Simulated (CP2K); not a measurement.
# GaN (F-43m) in CP2K: notebook

The runs below take GaN through band structure, with PBE, HLE16.

Program: CP2K 2026.2. These are calculated values, not measurements. Logs are shortened: lines on timing, memory, paths and dates and some standing lists are left out, and cuts for length are marked.

**Measured values to compare with.**

A printed reference work, textbook reports, for a bulk crystal of GaN at 0 K: band gap 3.299 eV (direct).

How close the calculation comes is told below.

## Step 1: The structure

The structure is cubic, space group F-43m (No. 216). Conventional cell: a = 4.507 Å, b = 4.507 Å, c = 4.507 Å, α = 90.00°, β = 90.00°, γ = 90.00°. Ga (site symmetry -43m) has 4 N at 1.95 Å as nearest neighbours. Around N (site symmetry -43m) lie 4 Ga at 1.95 Å.

The cell is a database's computed one.

## Step 2: Band structure, PBE

The input, gan_bands.inp:

```
&GLOBAL
  PROJECT gan_bands
  RUN_TYPE ENERGY_FORCE
  PRINT_LEVEL LOW
&END GLOBAL
&FORCE_EVAL
  METHOD QS
  STRESS_TENSOR ANALYTICAL
  &DFT
    BASIS_SET_FILE_NAME BASIS_MOLOPT
    POTENTIAL_FILE_NAME GTH_POTENTIALS
    &MGRID
      CUTOFF 450
      REL_CUTOFF 60
      NGRIDS 5
    &END MGRID
    &QS
      METHOD GPW
      EPS_DEFAULT 1.0E-10
    &END QS
    &KPOINTS
      SCHEME MONKHORST-PACK 10 10 10
      GAMMA_CENTERED T
      SYMMETRY T
      SYMMETRY_BACKEND SPGLIB
    &END KPOINTS
    &SCF
      SCF_GUESS ATOMIC
      EPS_SCF 1.0E-6
      MAX_SCF 100
      ADDED_MOS 10
      CHOLESKY OFF
      EPS_EIGVAL 1.0E-7
      &DIAGONALIZATION ON
        ALGORITHM STANDARD
      &END DIAGONALIZATION
      &MIXING ON
        METHOD BROYDEN_MIXING
        ALPHA 0.4
        BETA 1.5
        NBUFFER 8
      &END MIXING
      &SMEAR ON
        METHOD FERMI_DIRAC
        ELECTRONIC_TEMPERATURE 580.23
      &END SMEAR
    &END SCF
    &XC
      &XC_FUNCTIONAL PBE
      &END XC_FUNCTIONAL
    &END XC
    &PRINT
      &KPOINTS ON
      &END KPOINTS
      &MULLIKEN ON
      &END MULLIKEN
      &MO ON
        ENERGIES T
        OCCUPATION_NUMBERS T
        &EACH
          QS_SCF 0
        &END EACH
        ADD_LAST NUMERIC
      &END MO
      &BAND_STRUCTURE
        FILE_NAME bands.bs
        ADDED_MOS 4
        &KPOINT_SET
          UNITS B_VECTOR
          NPOINTS 8
          SPECIAL_POINT GAMMA 0.00000000 0.00000000 0.00000000
          SPECIAL_POINT X 0.50000000 0.00000000 0.50000000
          SPECIAL_POINT W 0.50000000 0.25000000 0.75000000
          SPECIAL_POINT K 0.37500000 0.37500000 0.75000000
          SPECIAL_POINT GAMMA 0.00000000 0.00000000 0.00000000
          SPECIAL_POINT L 0.50000000 0.50000000 0.50000000
          SPECIAL_POINT U 0.62500000 0.25000000 0.62500000
          SPECIAL_POINT W 0.50000000 0.25000000 0.75000000
          SPECIAL_POINT L 0.50000000 0.50000000 0.50000000
          SPECIAL_POINT K 0.37500000 0.37500000 0.75000000
        &END KPOINT_SET
        &KPOINT_SET
          UNITS B_VECTOR
          NPOINTS 8
          SPECIAL_POINT U 0.62500000 0.25000000 0.62500000
          SPECIAL_POINT X 0.50000000 0.00000000 0.50000000
        &END KPOINT_SET
      &END BAND_STRUCTURE
    &END PRINT
  &END DFT
  &SUBSYS
    &CELL
      ABC 3.1869311219 3.1869311219 3.1869311220
      ALPHA_BETA_GAMMA 59.9999999991 59.9999999995 59.9999999994
      PERIODIC XYZ
    &END CELL
    &COORD
      SCALED
      Ga  0.0000000000 0.0000000000 0.0000000000
      N   0.2500000000 0.2500000000 0.2500000000
    &END COORD
    &KIND Ga
      BASIS_SET DZVP-MOLOPT-SR-GTH-q13
      POTENTIAL GTH-PBE-q13
    &END KIND
    &KIND N
      BASIS_SET DZVP-MOLOPT-SR-GTH-q5
      POTENTIAL GTH-PBE-q5
    &END KIND
    &PRINT
      &ATOMIC_COORDINATES ON
      &END ATOMIC_COORDINATES
      &CELL ON
      &END CELL
      &SYMMETRY ON
      &END SYMMETRY
    &END PRINT
  &END SUBSYS
  &PRINT
    &FORCES ON
    &END FORCES
    &STRESS_TENSOR ON
    &END STRESS_TENSOR
  &END PRINT
&END FORCE_EVAL
```

Potentials or basis: GTH_POTENTIALS Ga GTH-PBE-q13, N GTH-PBE-q5; DZVP-MOLOPT-SR-GTH basis.

Launch:

```console
OMP_NUM_THREADS=1 cp2k.psmp -i gan_bands.inp -o gan_bands.out
```

gan_bands.out:

```text

 CP2K| version string:                                       CP2K version 2026.2
 CP2K| Input file name                                             gan_bands.inp

 GLOBAL| Force Environment number                                              1
 GLOBAL| Basis set file name                                        BASIS_MOLOPT
 GLOBAL| Potential file name                                      GTH_POTENTIALS
 GLOBAL| MM Potential file name                                     MM_POTENTIAL
 GLOBAL| Coordinate file name                                      __STD_INPUT__
 GLOBAL| Method name                                                        CP2K
 GLOBAL| Project name                                                  gan_bands
 GLOBAL| Run type                                                   ENERGY_FORCE
 GLOBAL| FFT library                                                       FFTW3
 GLOBAL| Diagonalization library                                       ScaLAPACK
 GLOBAL| Cholesky decomposition library                                ScaLAPACK
 GLOBAL| DGEMM library                                                      BLAS
 GLOBAL| Direct generalized diagonalization requested                          F
 GLOBAL| Matrix multiplication library                                 ScaLAPACK
 GLOBAL| Global print level                                                  LOW
 GLOBAL| Total number of message passing processes                             1
 GLOBAL| Number of threads for this process                                    1
 GLOBAL| CPU model name                                                  UNKNOWN

 CELL| Volume [angstrom^3]:                                            22.887746
 CELL| Vector a [angstrom]:       3.187     0.000     0.000   |a| =     3.186931
 CELL| Vector b [angstrom]:       1.593     2.760     0.000   |b| =     3.186931
 CELL| Vector c [angstrom]:       1.593     0.920     2.602   |c| =     3.186931
 CELL| Angle (b,c), alpha [degree]:                                    60.000000
 CELL| Angle (a,c), beta  [degree]:                                    60.000000
 CELL| Angle (a,b), gamma [degree]:                                    60.000000
 CELL| Numerically orthorhombic:                                              NO
 CELL| Periodicity                                                           XYZ

 CELL_REF| Volume [angstrom^3]:                                        22.887746
 CELL_REF| Vector a [angstrom     3.187     0.000     0.000   |a| =     3.186931
 CELL_REF| Vector b [angstrom     1.593     2.760     0.000   |b| =     3.186931
 CELL_REF| Vector c [angstrom     1.593     0.920     2.602   |c| =     3.186931
 CELL_REF| Angle (b,c), alpha [degree]:                                60.000000
 CELL_REF| Angle (a,c), beta  [degree]:                                60.000000
 CELL_REF| Angle (a,b), gamma [degree]:                                60.000000
 CELL_REF| Numerically orthorhombic:                                          NO
 CELL_REF| Periodicity                                                       XYZ
[... 9 lines left out ...]
 TOTAL NUMBERS AND MAXIMUM NUMBERS

  Total number of            - Atomic kinds:                                   2
                             - Atoms:                                          2
                             - Shell sets:                                     2
                             - Shells:                                        12
                             - Primitive Cartesian functions:                 11
                             - Cartesian basis functions:                     44
                             - Spherical basis functions:                     38

  Maximum angular momentum of- Orbital basis functions:                        3
                             - Local part of the GTH pseudopotential:          2
                             - Non-local part of the GTH pseudopotential:      4

 MODULE QUICKSTEP: ATOMIC COORDINATES IN ANGSTROM

   Atom Kind Element         X             Y             Z       Z(eff)     Mass
      1    1 Ga   31      0.000000      0.000000      0.000000  13.0000  69.7230
      2    2 N     7      1.593466      0.919988      0.650530   5.0000  14.0067

 Crystal Symmetry Information
       International Symbol:                                               F-43m
       Point Group Symbol:                                                  -43m
       Schoenflies Symbol:                                                  Td^2
       Number of Symmetry Operations:                                         24

 SCF PARAMETERS         Density guess:                                    ATOMIC
                        --------------------------------------------------------
                        max_scf:                                             100
[... 36 lines left out ...]
 BRILLOUIN|     3           0.02400       -0.40000       -0.40000       -0.20000
 BRILLOUIN|     4           0.02400       -0.40000       -0.40000       -0.10000
 BRILLOUIN|     5           0.00600       -0.40000       -0.40000        0.00000
 BRILLOUIN|     6           0.02400       -0.40000       -0.40000        0.10000
[... 32 lines left out ...]
 BRILLOUIN|    39           0.00800       -0.20000       -0.20000       -0.20000
 BRILLOUIN|    40           0.02400       -0.20000       -0.20000       -0.10000
 [... further k-points ...]
 *******************************************************************************

 Extrapolation method: initial_guess

 Number of electrons:                                                         18
 Number of occupied orbitals:                                                  9
 Number of molecular orbitals:                                                19

 Number of orbital functions:                                                 38
 Number of independent orbital functions:                                     38

 SCF WAVEFUNCTION OPTIMIZATION

  Step     Update method      Time    Convergence         Total energy    Change
  ------------------------------------------------------------------------------
     1 NoMix/Diag. 0.40E+00    4.4     1.75966300       -84.7023727565 -8.47E+01
     2 Broy./Diag. 0.40E+00    3.6     0.19596459       -83.2788727359  1.42E+00
     3 Broy./Diag. 0.40E+00    3.6     0.14203010       -84.2092714458 -9.30E-01
     4 Broy./Diag. 0.40E+00    3.7     0.02191845       -84.5678635384 -3.59E-01
     5 Broy./Diag. 0.40E+00    3.7     0.00448827       -84.5442041443  2.37E-02
     6 Broy./Diag. 0.40E+00    3.6     0.00455047       -84.5604254647 -1.62E-02
     7 Broy./Diag. 0.40E+00    3.6     0.00065246       -84.5673518983 -6.93E-03
     8 Broy./Diag. 0.40E+00    3.6     0.00017888       -84.5690657815 -1.71E-03
     9 Broy./Diag. 0.40E+00    3.7     0.00003575       -84.5701009182 -1.04E-03
    10 Broy./Diag. 0.40E+00    3.8     0.00001240       -84.5698235055  2.77E-04
    11 Broy./Diag. 0.40E+00    3.7     0.00000797       -84.5697991914  2.43E-05
    12 Broy./Diag. 0.40E+00    3.6     0.00000253       -84.5698177030 -1.85E-05
    13 Broy./Diag. 0.40E+00    3.6     0.00000325       -84.5698072603  1.04E-05
    14 Broy./Diag. 0.40E+00    3.7     0.00000070       -84.5698036916  3.57E-06

  *** SCF run converged in    14 steps ***

  Electronic density on regular grids:        -17.9999999632        0.0000000368
  Core density on regular grids:               17.9999999988       -0.0000000012
  Total charge density on r-space grids:        0.0000000355
  Total charge density g-space grids:           0.0000000355

  Overlap energy of the core charge distribution:               0.00000000519370
  Self energy of the core charge distribution:               -122.14453681889931
  Core Hamiltonian energy:                                     36.66187076060286
  Hartree energy:                                              13.72984365342598
  Exchange-correlation energy:                                -12.81698129187576
  Electronic entropic energy:                                  -0.00000000001221
  Fermi energy:                                                 0.25275238025950

  Total energy:                                               -84.56980369156474
  Total energy (extrapolated to T->0):                        -84.56980369155863

 MO| EIGENVALUES AND OCCUPATION NUMBERS FOR K POINT 1
 MO|
 MO|  Index      Eigenvalue [a.u.]        Eigenvalue [eV]             Occupation
 MO|      1              -0.337664              -9.188295               2.000000
 MO|      2              -0.278131              -7.568341               2.000000
 MO|      3              -0.278131              -7.568340               2.000000
 MO|      4              -0.268348              -7.302123               2.000000
 MO|      5              -0.268348              -7.302123               2.000000
 MO|      6              -0.235354              -6.404314               2.000000
[... 347 lines left out ...]
 MO|     18               1.310340              35.656161               0.000000
 MO|     19               1.441186              39.216665               0.000000
 MO| Sum:                                                              18.000000
 MO| E(Fermi):            0.252752 a.u.          6.877742 eV
 MO| Band gap:            0.265393 a.u.          7.221714 eV

 [... the levels of further k-points ...]

 !-----------------------------------------------------------------------------!
                     Mulliken Population Analysis

 #  Atom  Element  Kind  Atomic population                           Net charge
       1     Ga       1         12.462278                              0.537722
       2     N        2          5.537722                             -0.537722
 # Total charge                             18.000000                 -0.000000

 !-----------------------------------------------------------------------------!

 KPOINTS| Band Structure Calculation
 KPOINTS| Number of k-point sets                                               2
 KPOINTS| Number of added MOs/bands                                            4
 KPOINTS| Number of k-points in set    1                                      73
 KPOINTS| In units of b-vector [2pi/Bohr]
 KPOINTS| Special point     1       GAMMA     0.000000     0.000000     0.000000
 KPOINTS| Special point     2           X     0.500000     0.000000     0.500000
 KPOINTS| Special point     3           W     0.500000     0.250000     0.750000
 KPOINTS| Special point     4           K     0.375000     0.375000     0.750000
 KPOINTS| Special point     5       GAMMA     0.000000     0.000000     0.000000
 KPOINTS| Special point     6           L     0.500000     0.500000     0.500000
 KPOINTS| Special point     7           U     0.625000     0.250000     0.625000
 KPOINTS| Special point     8           W     0.500000     0.250000     0.750000
 KPOINTS| Special point     9           L     0.500000     0.500000     0.500000
 KPOINTS| Special point    10           K     0.375000     0.375000     0.750000
 KPOINTS| Number of k-points in set    2                                       9
 KPOINTS| In units of b-vector [2pi/Bohr]
 KPOINTS| Special point     1           U     0.625000     0.250000     0.625000
 KPOINTS| Special point     2           X     0.500000     0.000000     0.500000

 ENERGY| Total FORCE_EVAL ( QS ) energy [hartree]            -84.569802843412887

 FORCES| Atomic forces [hartree/bohr]
 FORCES|   Atom     x               y               z               |f|
 FORCES|      1 -2.31809381E-05 -1.34052604E-05 -9.40671112E-06   2.83820914E-05
 FORCES|      2  4.44526269E-05  2.56865043E-05  1.80908405E-05   5.44344657E-05
 FORCES| Sum     2.12716888E-05  1.22812440E-05  8.68412941E-06
 FORCES| Total atomic force                                       2.60524049E-05

 STRESS| Analytical stress tensor [bar]
 STRESS|                        x                   y                   z
 STRESS|      x        7.53823475020E+04   8.72357573044E+02   6.16741171162E+02
 STRESS|      y        8.72357573044E+02   7.43759179618E+04   3.55575168816E+02
 STRESS|      z        6.16741171162E+02   3.55575168816E+02   7.41234057768E+04
 STRESS| 1/3 Trace                                             7.46272237468E+04
 STRESS| Determinant                                           4.15488759329E+14

 STRESS| Eigenvectors and eigenvalues of the analytical stress tensor [bar]
 STRESS|                        1                   2                   3
 STRESS| Eigenvalues   7.38713813810E+04   7.38724766810E+04   7.61378131785E+04
 STRESS|      x          -0.539235475100     -0.206334429971      0.816487112821
 STRESS|      y           0.416509668144      0.777302356311      0.471509006505
 STRESS|      z           0.731945898777     -0.594329159542      0.333208720448
```

Wall time 62 s (1 thread of Arm Neoverse V2, shared host); peak memory 0.27 GiB.

Results:

- Free energy: -2301.2614 eV
- Pressure: 7.5 GPa
- Band gap on the k mesh: 1.71 eV, direct
- Band gap along the path: 1.71 eV, direct
- Mulliken charges: Ga +0.54; N -0.54 e

Levels at the corners of the path, in eV from the valence-band top:
```csv
point,band 6,band 7,band 8,band 9,band 10,band 11,band 12,band 13
Γ,-13.31,0.00,0.00,0.00,1.71,10.50,10.50,10.50
X,-11.58,-6.19,-2.75,-2.75,3.41,7.04,12.73,14.29
W,-11.29,-5.76,-3.74,-3.70,6.33,8.40,10.49,11.46
K,-11.41,-5.93,-4.31,-2.22,5.10,7.93,11.26,13.25
Γ,-13.31,0.00,0.00,0.00,1.71,10.50,10.50,10.50
L,-12.02,-7.10,-1.00,-1.00,4.61,8.89,10.88,10.88
U,-11.41,-5.93,-4.31,-2.22,5.10,7.93,11.26,13.25
W,-11.29,-5.76,-3.74,-3.70,6.33,8.40,10.49,11.46
L,-12.02,-7.10,-1.00,-1.00,4.61,8.89,10.88,10.88
K,-11.41,-5.93,-4.31,-2.22,5.10,7.93,11.26,13.25
U,-11.41,-5.93,-4.31,-2.22,5.10,7.93,11.26,13.25
X,-11.58,-6.19,-2.75,-2.75,3.41,7.04,12.73,14.29
```

Caveat: Mulliken charges move with the basis; the basis of atomic orbitals isn't converged, which shifts pressures, moduli and gaps; the real-space grid breaks the cell's symmetry a little.

## Step 3: Band structure, PBE, spin-orbit coupling, no magnetisation

Edit gan_bands.inp of step 2 so:

```diff
@@ -10,3 +10,3 @@
     BASIS_SET_FILE_NAME BASIS_MOLOPT
-    POTENTIAL_FILE_NAME GTH_POTENTIALS
+    POTENTIAL_FILE_NAME GTH_SOC_POTENTIALS
     &MGRID
@@ -23,4 +23,2 @@
       GAMMA_CENTERED T
-      SYMMETRY T
-      SYMMETRY_BACKEND SPGLIB
     &END KPOINTS
@@ -64,28 +62,23 @@
       &END MO
-      &BAND_STRUCTURE
-        FILE_NAME bands.bs
-        ADDED_MOS 4
-        &KPOINT_SET
-          UNITS B_VECTOR
-          NPOINTS 8
-          SPECIAL_POINT GAMMA 0.00000000 0.00000000 0.00000000
-          SPECIAL_POINT X 0.50000000 0.00000000 0.50000000
-          SPECIAL_POINT W 0.50000000 0.25000000 0.75000000
-          SPECIAL_POINT K 0.37500000 0.37500000 0.75000000
-          SPECIAL_POINT GAMMA 0.00000000 0.00000000 0.00000000
-          SPECIAL_POINT L 0.50000000 0.50000000 0.50000000
-          SPECIAL_POINT U 0.62500000 0.25000000 0.62500000
-          SPECIAL_POINT W 0.50000000 0.25000000 0.75000000
-          SPECIAL_POINT L 0.50000000 0.50000000 0.50000000
-          SPECIAL_POINT K 0.37500000 0.37500000 0.75000000
-        &END KPOINT_SET
-        &KPOINT_SET
-          UNITS B_VECTOR
-          NPOINTS 8
-          SPECIAL_POINT U 0.62500000 0.25000000 0.62500000
-          SPECIAL_POINT X 0.50000000 0.00000000 0.50000000
-        &END KPOINT_SET
-      &END BAND_STRUCTURE
     &END PRINT
   &END DFT
+  &PROPERTIES
+    &BANDSTRUCTURE ON
+      &BANDSTRUCTURE_PATH
+        NPOINTS 8
+        SPECIAL_POINT GAMMA 0.00000000 0.00000000 0.00000000
+        SPECIAL_POINT X 0.50000000 0.00000000 0.50000000
+        SPECIAL_POINT W 0.50000000 0.25000000 0.75000000
+        SPECIAL_POINT K 0.37500000 0.37500000 0.75000000
+        SPECIAL_POINT GAMMA 0.00000000 0.00000000 0.00000000
+        SPECIAL_POINT L 0.50000000 0.50000000 0.50000000
+        SPECIAL_POINT U 0.62500000 0.25000000 0.62500000
+        SPECIAL_POINT W 0.50000000 0.25000000 0.75000000
+        SPECIAL_POINT L 0.50000000 0.50000000 0.50000000
+        SPECIAL_POINT K 0.37500000 0.37500000 0.75000000
+      &END BANDSTRUCTURE_PATH
+      &SOC ON
+      &END SOC
+    &END BANDSTRUCTURE
+  &END PROPERTIES
   &SUBSYS
```

Potentials or basis: GTH_SOC_POTENTIALS Ga GTH-PBE-q13, N GTH-PBE-q5; DZVP-MOLOPT-SR-GTH basis.

Launch:

```console
OMP_NUM_THREADS=1 cp2k.psmp -i gan_bands.inp -o gan_bands.out
```

Run time: 90 s. Hardware: 1 thread of Arm Neoverse V2, shared host; peak memory 0.48 GiB.

It converged, with:

```yaml
Free_energy: -2301.2614 eV
Pressure: 7.5 GPa
Band_gap_along_the_path: 1.71 eV, direct
Mulliken_charges: Ga +0.54; N -0.54 e
```

Caveat: Mulliken charges move with the basis; the basis of atomic orbitals isn't converged, which shifts pressures, moduli and gaps; the real-space grid breaks the cell's symmetry a little.

(Part 1 of 2 ends here.)
